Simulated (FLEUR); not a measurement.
# BN (P6_3/mmc) in FLEUR: notebook, part 2 of 2

FLEUR MaX-R8.1 (later development tree). Earlier steps stand in the parts before.

### Step 3. Band structure, r2SCAN

Changes to inp.xml since step 2:

```diff
@@ -10,3 +10,3 @@
       <xcFunctional name="LibXC" relativisticCorrections="F">
-         <LibXCName exchange="mgga_x_scan" correlation="mgga_c_scan"/>
+         <LibXCName exchange="mgga_x_r2scan" correlation="mgga_c_r2scan"/>
          <AuxGGA exchange="117" correlation="130"/>
```

Contents of crystal.txt:

```
BN
&input cartesian=F /
2.4982400000  0.0000000000  0.0000000000
-1.2491200000  2.1635393048  0.0000000000
0.0000000000  0.0000000000  6.6357000000
1.8897261246
1.0 1.0 1.0

4
7 0.6666666667  0.3333333333  0.2500000000
7 0.3333333333  0.6666666667  0.7500000000
5 0.6666666667  0.3333333333  0.7500000000
5 0.3333333333  0.6666666667  0.2500000000

&kpt div1=12 div2=12 div3=4 gamma=T /
```

Changes to inp.xml (bands) since step 2:

```diff
@@ -10,3 +10,3 @@
       <xcFunctional name="LibXC" relativisticCorrections="F">
-         <LibXCName exchange="mgga_x_scan" correlation="mgga_c_scan"/>
+         <LibXCName exchange="mgga_x_r2scan" correlation="mgga_c_r2scan"/>
          <AuxGGA exchange="117" correlation="130"/>
```

Potentials or basis: all-electron, FLAPW.

The run is started by

```sh
$ inpgen -f crystal.txt -profile fastHighL
$ # inp.xml edited to the form shown
$ fleur_MPI
$ fleur_MPI   # second run, on inp.xml (bands)
```

It took 2.9 min on 1 thread of Arm Neoverse V2, shared host; peak memory 0.08 GiB.

The run converged. Its results:

| Property | Result |
| --- | --- |
| Free energy | -4341.0020 eV |
| Band gap on the k mesh | 4.86 eV, indirect (least direct gap 5.30 eV) |
| Band gap along the path | 4.82 eV, indirect (least direct gap 5.30 eV) |
| Valence electrons inside the program's atomic spheres | N 2.96; B 0.90 (radii N 1.26, B 1.26 bohr) |

Levels at the corners of the path, in eV from the valence-band top:
```
point  band 4  band 5  band 6  band 7  band 8  band 9  band 10  band 11  band 12  band 13
    Γ   -4.27   -1.37   -1.37   -1.33   -1.33    5.64    11.07    12.37    12.37    12.51
    M   -9.24   -4.32   -4.25   -1.49   -0.48    4.82     6.28    10.25    10.70    13.30
    K   -8.11   -7.50   -7.50   -0.12   -0.12    5.52     5.52    11.21    14.11    14.11
    Γ   -4.27   -1.37   -1.37   -1.33   -1.33    5.64    11.07    12.37    12.37    12.51
    A   -5.48   -1.35   -1.35   -1.35   -1.35    8.13     8.13    12.44    12.44    12.44
    L   -9.28   -4.28   -4.28   -0.97   -0.97    5.30     5.30    10.67    10.67    14.33
    H   -8.20   -7.51   -7.51   -0.04   -0.04    5.30     5.30    12.50    12.50    14.87
    A   -5.48   -1.35   -1.35   -1.35   -1.35    8.13     8.13    12.44    12.44    12.44
    L   -9.28   -4.28   -4.28   -0.97   -0.97    5.30     5.30    10.67    10.67    14.33
    M   -9.24   -4.32   -4.25   -1.49   -0.48    4.82     6.28    10.25    10.70    13.30
    K   -8.11   -7.50   -7.50   -0.12   -0.12    5.52     5.52    11.21    14.11    14.11
    H   -8.20   -7.51   -7.51   -0.04   -0.04    5.30     5.30    12.50    12.50    14.87
```

Core levels (eV from the Fermi level):
```
atom        levels
 1 N  1s1/2 -374.4
 2 N  1s1/2 -374.4
 3 B  1s1/2 -172.1
 4 B  1s1/2 -172.1
```

Caveat: the meta-GGA is that of a development version, with a GGA for the radial functions and cores and without core tails. r2SCAN opens gaps a little over a GGA but as a rule still falls short of measured ones.

### Step 4. Band structure, RPBE

Changes to inp.xml since step 3:

```diff
@@ -8,7 +8,4 @@
       <scfLoop itmax="60" minDistance="0.00001" maxIterBroyd="15" imix="Anderson" alpha="0.05" precondParam="0.0" spinf="2.0" sdNocoIR="T"/>
-      <coreElectrons ctail="F" frcor="F" kcrel="0" coretail_lmax="0"/>
-      <xcFunctional name="LibXC" relativisticCorrections="F">
-         <LibXCName exchange="mgga_x_r2scan" correlation="mgga_c_r2scan"/>
-         <AuxGGA exchange="117" correlation="130"/>
-      </xcFunctional>
+      <coreElectrons ctail="T" frcor="F" kcrel="0" coretail_lmax="0"/>
+      <xcFunctional name="Rpbe" relativisticCorrections="F"/>
       <magnetism jspins="1"/>
```

crystal.txt is that of step 3.

Changes to inp.xml (bands) since step 3:

```diff
@@ -8,7 +8,4 @@
       <scfLoop itmax="60" minDistance="0.00001" maxIterBroyd="15" imix="Anderson" alpha="0.05" precondParam="0.0" spinf="2.0" sdNocoIR="T"/>
-      <coreElectrons ctail="F" frcor="F" kcrel="0" coretail_lmax="0"/>
-      <xcFunctional name="LibXC" relativisticCorrections="F">
-         <LibXCName exchange="mgga_x_r2scan" correlation="mgga_c_r2scan"/>
-         <AuxGGA exchange="117" correlation="130"/>
-      </xcFunctional>
+      <coreElectrons ctail="T" frcor="F" kcrel="0" coretail_lmax="0"/>
+      <xcFunctional name="Rpbe" relativisticCorrections="F"/>
       <magnetism jspins="1"/>
```

The run is started by

```sh
$ inpgen -f crystal.txt -profile fastHighL
$ # inp.xml edited to the form shown
$ fleur_MPI
$ fleur_MPI   # second run, on inp.xml (bands)
```

Wall time 3.7 min (1 thread of Arm Neoverse V1, shared host); peak memory 0.08 GiB.

Results (log left out):

| Quantity | Value |
| --- | --- |
| Free energy | -4342.7287 eV |
| Band gap on the k mesh | 4.54 eV, indirect (least direct gap 4.84 eV) |
| Band gap along the path | 4.50 eV, indirect (least direct gap 4.84 eV) |
| Valence electrons inside the program's atomic spheres | N 2.96; B 0.92 (radii N 1.26, B 1.26 bohr) |

Levels at the corners of the path, in eV from the valence-band top:
| point | band 4 | band 5 | band 6 | band 7 | band 8 | band 9 | band 10 | band 11 | band 12 | band 13 |
| --- | --- | --- | --- | --- | --- | --- | --- | --- | --- | --- |
| Γ | -4.14 | -1.41 | -1.41 | -1.38 | -1.38 | 5.71 | 10.72 | 11.69 | 11.69 | 11.81 |
| M | -8.97 | -4.23 | -4.17 | -1.44 | -0.47 | 4.50 | 5.77 | 9.68 | 10.06 | 13.33 |
| K | -7.88 | -7.31 | -7.31 | -0.11 | -0.11 | 5.00 | 5.00 | 11.34 | 13.53 | 13.53 |
| Γ | -4.14 | -1.41 | -1.41 | -1.38 | -1.38 | 5.71 | 10.72 | 11.69 | 11.69 | 11.81 |
| A | -5.25 | -1.39 | -1.39 | -1.39 | -1.39 | 8.02 | 8.02 | 11.75 | 11.75 | 11.75 |
| L | -9.00 | -4.20 | -4.20 | -0.94 | -0.94 | 4.94 | 4.94 | 10.02 | 10.02 | 14.15 |
| H | -7.95 | -7.32 | -7.32 | -0.04 | -0.04 | 4.80 | 4.80 | 12.57 | 12.57 | 14.16 |
| A | -5.25 | -1.39 | -1.39 | -1.39 | -1.39 | 8.02 | 8.02 | 11.75 | 11.75 | 11.75 |
| L | -9.00 | -4.20 | -4.20 | -0.94 | -0.94 | 4.94 | 4.94 | 10.02 | 10.02 | 14.15 |
| M | -8.97 | -4.23 | -4.17 | -1.44 | -0.47 | 4.50 | 5.77 | 9.68 | 10.06 | 13.33 |
| K | -7.88 | -7.31 | -7.31 | -0.11 | -0.11 | 5.00 | 5.00 | 11.34 | 13.53 | 13.53 |
| H | -7.95 | -7.32 | -7.32 | -0.04 | -0.04 | 4.80 | 4.80 | 12.57 | 12.57 | 14.16 |

Core levels (eV from the Fermi level):
```
atom        levels
 1 N  1s1/2 -374.4
 2 N  1s1/2 -374.4
 3 B  1s1/2 -171.8
 4 B  1s1/2 -171.8
```

 A hybrid or GW would open this gap; RPBE tends to underestimate it.

### Step 5. Overview

```tsv
level	gap on the mesh (eV)
SCAN	4.73
r2SCAN	4.86
RPBE	4.54
```

Alike in all rows: task band structure; potentials or basis all-electron, FLAPW; no spin polarisation; cell as given; k mesh 12 × 12 × 4; smearing fermi-dirac 0.05 eV; kmax 5.71 1/bohr.

On the cell as given the gap runs from 4.50 eV (RPBE) to 4.82 eV (r2SCAN).

Caveats: the meta-GGA is that of a development version, with a GGA for the radial functions and cores and without core tails (some runs).

Compare energies only between runs with the same functional and basis.
